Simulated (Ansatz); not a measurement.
**HfO₂: a line through an energy map**

One line of a two-coordinate grid on HfO₂ (Fm-3m, No. 225; 6 atoms in the cell): amplitude of mode 1 (219i cm⁻¹) is varied, at amplitude of mode 5 (97 cm⁻¹) = −0.073 Å.

Program: Ansatz 0.2.0. Level of theory: DFT PBEsol, scalar-relativistic, plane waves, PAW. These are calculated values, not measurements.

9 further runs of the same task are left out: 9 set aside as unsound or not needed.

### 1 The starting structure

It takes space group Fm-3m (No. 225, cubic). The conventional cell has a = 5.044 Å, b = 5.044 Å, c = 5.044 Å, α = 90.00°, β = 90.00°, γ = 90.00°. Hf (site symmetry m-3m) is surrounded by 8 O at 2.18 Å. Around O (site symmetry -43m) lie 4 Hf at 2.18 Å.

Coordinates:

```cif
data_structure
_symmetry_space_group_name_H-M 'P 1'
_symmetry_Int_Tables_number 1
_cell_length_a 3.5667
_cell_length_b 3.5667
_cell_length_c 3.5667
_cell_angle_alpha 60.000
_cell_angle_beta 60.000
_cell_angle_gamma 60.000
_cell_volume 32.08
loop_
_atom_site_label
_atom_site_type_symbol
_atom_site_fract_x
_atom_site_fract_y
_atom_site_fract_z
_atom_site_occupancy
Hf1 Hf 0.00000 0.00000 0.00000 1
O1 O 0.25000 0.25000 0.25000 1
O2 O 0.75000 0.75000 0.75000 1
```

This cell was relaxed beforehand with the same method: volume 10.69 Å³/atom, gap on the mesh 3.69 eV.

### 2 The scan

The energy is mapped over two normal modes frozen in (zone-centre modes of the cell shown, which folds in the wave vector (0, 1/2, 1/2) of the primitive cell).

- amplitude of mode 1 (219i cm⁻¹), largest displacement: 11 values from −0.404 to 0.404 Å
- amplitude of mode 5 (97 cm⁻¹), largest displacement: 11 values from −0.121 to 0.121 Å

Nothing else is relaxed (the cell and all other modes fixed). Energies count from the relaxed high-symmetry cell. Points are written as (first, second).

The modes come from a phonon run on the reference cell, made beforehand.

Displacement patterns for an amplitude of 1 (Å):

```csv
atom,x1,y1,z1,x2,y2,z2
Hf1,0.000,0.000,0.000,0.000,1.000,0.000
Hf2,0.000,0.000,0.000,0.000,-1.000,0.000
O3,1.000,0.000,0.000,0.000,0.000,-0.040
O4,-1.000,0.000,0.000,0.000,0.000,0.040
O5,1.000,0.000,0.000,0.000,0.000,-0.040
O6,-1.000,0.000,0.000,0.000,0.000,0.040
```

### 3 Grid point (−0.404 Å, −0.073 Å)

File input.yaml:

```yaml
crystal:
  lattice:
    - [0.0, -2.5220673945, -2.5220673945]
    - [0.0, 2.5220673945, -2.5220673945]
    - [5.044134789, 0.0, 0.0]
  atoms:
    - { symbol: Hf, position: [0.014392954, -0.014392954, 0.0] }
    - { symbol: Hf, position: [0.485607046, 0.514392954, 0.5] }
    - { symbol: O, position: [-0.0005725678, 0.4994274322, 0.6699069777] }
    - { symbol: O, position: [0.5005725678, 0.0005725678, 0.3300930223] }
    - { symbol: O, position: [-0.0005725678, 0.4994274322, 0.1699069777] }
    - { symbol: O, position: [0.5005725678, 0.0005725678, 0.8300930223] }
basis:
  ecutwfc: 520.0
kpoints:
  mp_grid: { grid: [6, 6, 6] }
hamiltonian:
  xc: pbesol
  pseudopotentials: { kind: paw, azcp: { folder: soft_1 } }
scf:
  occupations: { method: gaussian, width: 0.05 }
output:
  forces: true
  stress: true
  eigenvalues: true
  write_density: true
  write_potential: true
  elf: true
  volumetric_format: npy
```

Started as:

```console
$ ansatz run input.yaml --threads 2 --pin off --max-ram 4096MiB --backend cpu --events-out ev --progress --plain --runs-dir out
```

The session goes on with these runs: the other points of the line.

What does the calculation give? Wanted: for each run, amplitude of mode 1; energy; slope; pressure; largest force on an atom.

**Answer**, as computed:

```
amplitude of mode 1 (219i cm⁻¹), largest displacement (Å)  step  energy (eV)  slope (eV per Å)  pressure (GPa)  band gap on the k-mesh (eV)  largest force on an atom (eV/Å)
                                                   −0.404     3        0.444              −5.8            17.4                         4.36                             1.68
                                                   −0.323     4        0.096              −2.9            11.1                         4.42                             1.05
                                                   −0.242     5       −0.048              −0.8             6.3                         4.44                             0.82
                                                   −0.162     –       −0.051               0.5             3.1                         4.29                             0.64
                                                   −0.081     6       0.0029               0.7             1.2                         3.89                             0.51
                                                    0.000     7        0.033               0.0             0.6                         3.69                             0.47
                                                    0.081     –       0.0029              −0.7             1.2                         3.89                             0.51
                                                    0.162     –       −0.051              −0.5             3.1                         4.29                             0.64
                                                    0.242     –       −0.048               0.8             6.3                         4.44                             0.82
                                                    0.323     –        0.096               2.9            11.1                         4.42                             1.05
                                                    0.404     –        0.444               5.8            17.4                         4.36                             1.68
```

Energies count from the relaxed high-symmetry cell. Rows without a step come from runs not printed here or follow by symmetry. Slopes come from the forces (and the stress, where the cell changes), not from differences of energies.

**Reading.** Along the line the energy is lowest at −0.162 Å, −0.051 eV from the zero. The line crosses 2 dips, all of one depth. The highest point computed, at −0.404 Å, lies 0.495 eV above the lowest. This is one cut through a surface in two coordinates; the map's lowest point lies off it. The reference is no minimum along the unstable mode, and wells on the map were not tested along the other modes. Spin-orbit coupling is left out, which matters for the bands of Hf.

The gaps are Kohn-Sham values of a semilocal functional, not quasiparticle or optical gaps. Such gaps usually fall short of the measured ones.
